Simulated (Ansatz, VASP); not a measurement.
One calculation of BN, two programs

Contents of POSCAR:

```
BN
1.0
    0.0000000000      3.4824279504      2.1644484174
    1.2507982633      0.0000000000      2.1644484174
    1.2507982633      3.4824279504      0.0000000000
B N
1 1
Direct
    0.0000732535      0.0000732535      0.9999267465
    0.6666267365      0.6666267365      0.3333732635
```

The input INCAR.step1:

```
SYSTEM = BN
  ALGO = Normal
  EDIFF = 1E-4
  ENCUT = 520
  GGA = PE
  ISMEAR = 0
  LASPH = .True.
  LCHARG = .False.
  LREAL = .False.
  LWAVE = .True.
  NBANDS = 11
  NELM = 60
  PREC = Accurate
  SIGMA = 0.02
```

Contents of INCAR.step2:

```
SYSTEM = BN
  ALGO = Normal
  EDIFF = 1E-6
  ENCUT = 520
  ISIF = 2
  ISMEAR = 0
  ISTART = 1
  LASPH = .True.
  LCHARG = .False.
  LMIXTAU = .True.
  LREAL = .False.
  LWAVE = .False.
  METAGGA = R2SCAN
  NBANDS = 11
  NELM = 60
  PREC = Accurate
  SIGMA = 0.02
```

Contents of KPOINTS:

```
k-points
0
Gamma
  12 12 12
  0 0 0
```

Input for Ansatz:

```yaml
crystal:
  lattice:
    - [0.0, 3.4824279504, 2.1644484174]
    - [1.2507982633, 0.0, 2.1644484174]
    - [1.2507982633, 3.4824279504, 0.0]
  atoms:
    - { symbol: B, position: [7.32535e-05, 7.32535e-05, 0.9999267465] }
    - { symbol: "N", position: [0.6666267365, 0.6666267365, 0.3333732635] }
basis:
  ecutwfc: 500
kpoints:
  mp_grid: { grid: [12, 12, 12] }
  band_path: { path: [VBM, CBM], npoints: 2 }
hamiltonian:
  xc: r2scan
scf:
  occupations: { method: gaussian, width: 0.02 }
output:
  forces: true
  stress: true
  eigenvalues: true
checkpoint:
  read: start.run
  write: ck
  compress: false
  write_wavefunctions: false
  write_every: 100000
```

Alike in both runs: task single point; functional r2SCAN; k mesh 12 × 12 × 12; occupations gaussian, width 0.02 eV; no spin polarisation.

|  | VASP | Ansatz |
| --- | --- | --- |
| version | VASP 6.6.1 | Ansatz 0.2.0 |
| potentials or method | VASP PAW PBE potentials, release 64 (B, N) | scalar-relativistic, plane waves, PAW |
| plane-wave cutoff (eV) | 520 | 500 |
| valence electrons in the cell | 8 | 8 |

|  | VASP | Ansatz | Ansatz less VASP |
| --- | --- | --- | --- |
| gap on the k mesh at the Fermi level (eV) | 4.34 | 4.32 | -0.028 |
| least direct gap on the mesh (eV) | 5.24 | 5.18 | -0.058 |
| pressure (GPa) | 0.4 | 0.0 | -0.38 |
| largest component of the traceless stress (GPa) | 0.69 | 0.05 | -0.640 |

With one functional, cell and mesh, what is left measures potentials, basis and numerics.

Caveats: the PAW data sets were made with another functional, which shifts forces and pressure a little (VASP). r2SCAN opens gaps a little over a GGA but as a rule still falls short of measured ones. A k mesh can miss the band edges.
